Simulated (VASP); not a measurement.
Wanted: the native input for a VASP 6.6.1 run.

```
Task                   : band structure
Functional             : PBE
Potentials or basis    : VASP PAW PBE potentials, release 64 (Ti_sv, O_s)
Cutoff                 : 400 eV
k mesh                 : 6 × 6 × 9
Occupations            : fermi-dirac, width 0.05 eV
Spin                   : no spin polarisation
Further INCAR settings : ALGO = Normal; EDIFF = 1e-06
```

TiO2:

```xyz
6
Lattice="4.5998 0.0000 0.0000 0.0000 4.5998 0.0000 0.0000 0.0000 2.9592" Properties=species:S:1:pos:R:3 pbc="T T T"
Ti    0.0000    0.0000    1.4796
Ti    2.2999    2.2999    0.0000
O     1.3998    1.3998    1.4796
O     0.9001    3.6997    0.0000
O     3.6997    0.9001    0.0000
O     3.2000    3.2000    1.4796
```

The cell is a database's computed one.

These files were run (other wordings do the same):

POSCAR

```
TiO2
1.0
    4.5998373239      0.0000000000      0.0000000000
    0.0000000000      4.5998373239      0.0000000000
    0.0000000000      0.0000000000      2.9592135600
Ti O
2 4
Direct
    0.0000000000      0.0000000000      0.5000000000
    0.5000000000      0.5000000000      0.0000000000
    0.3043213200      0.3043213200      0.5000000000
    0.1956786800      0.8043213200      0.0000000000
    0.8043213200      0.1956786800      0.0000000000
    0.6956786800      0.6956786800      0.5000000000
```

INCAR.step1

```
PREC = Accurate ; ENCUT = 400
EDIFF = 1E-6 ; ISMEAR = -1
SIGMA = 0.05 ; LREAL = F
LASPH = T ; NELM = 60
ALGO = Normal ; ISIF = 2
LWAVE = F ; LCHARG = T
LMAXMIX = 4 ; GGA = PE
```

KPOINTS.step1

```
Automatic mesh
0
Gamma
  6 6 9
```

INCAR.step2

```
PREC = Accurate ; ENCUT = 400
EDIFF = 1E-6 ; ISMEAR = 0
SIGMA = 0.05 ; LREAL = F
LASPH = T ; NELM = 60
ALGO = Normal ; ISIF = 2
LWAVE = F ; LCHARG = F
LMAXMIX = 4 ; GGA = PE
ICHARG = 11
```

KPOINTS.step2

```
path GXMGZRAZ,XR,MA
20
line-mode
reciprocal
 0.0000000000  0.0000000000  0.0000000000  G
 0.0000000000  0.5000000000  0.0000000000  X

 0.0000000000  0.5000000000  0.0000000000  X
 0.5000000000  0.5000000000  0.0000000000  M

 0.5000000000  0.5000000000  0.0000000000  M
 0.0000000000  0.0000000000  0.0000000000  G

 0.0000000000  0.0000000000  0.0000000000  G
 0.0000000000  0.0000000000  0.5000000000  Z

 0.0000000000  0.0000000000  0.5000000000  Z
 0.0000000000  0.5000000000  0.5000000000  R

 0.0000000000  0.5000000000  0.5000000000  R
 0.5000000000  0.5000000000  0.5000000000  A

 0.5000000000  0.5000000000  0.5000000000  A
 0.0000000000  0.0000000000  0.5000000000  Z

 0.0000000000  0.5000000000  0.0000000000  X
 0.0000000000  0.5000000000  0.5000000000  R

 0.5000000000  0.5000000000  0.0000000000  M
 0.5000000000  0.5000000000  0.5000000000  A
```

Potentials or basis: VASP PAW PBE potentials, release 64 (Ti_sv, O_s).

The run is started by

```console
$ cat potpaw_PBE.64/Ti_sv/POTCAR potpaw_PBE.64/O_s/POTCAR > POTCAR
$ cp INCAR.step1 INCAR
$ cp KPOINTS.step1 KPOINTS
$ mpirun -np 1 vasp_std > vasp.out
$ cp INCAR.step2 INCAR
$ cp KPOINTS.step2 KPOINTS
$ mpirun -np 1 vasp_std > vasp.out
```

It gave:

```yaml
Band_gap_on_the_k_mesh: 1.83 eV, direct
Band_gap_along_the_path: 1.83 eV, direct
```

Caveat: the log is that of the step along the path at fixed density, whose energy, stress, charges and moments have no meaning.

Run time: 70 s on 1 thread of Intel(R) Xeon(R) 6975P-C (Granite Rapids), with other jobs on the host, peak memory 0.27 GiB.
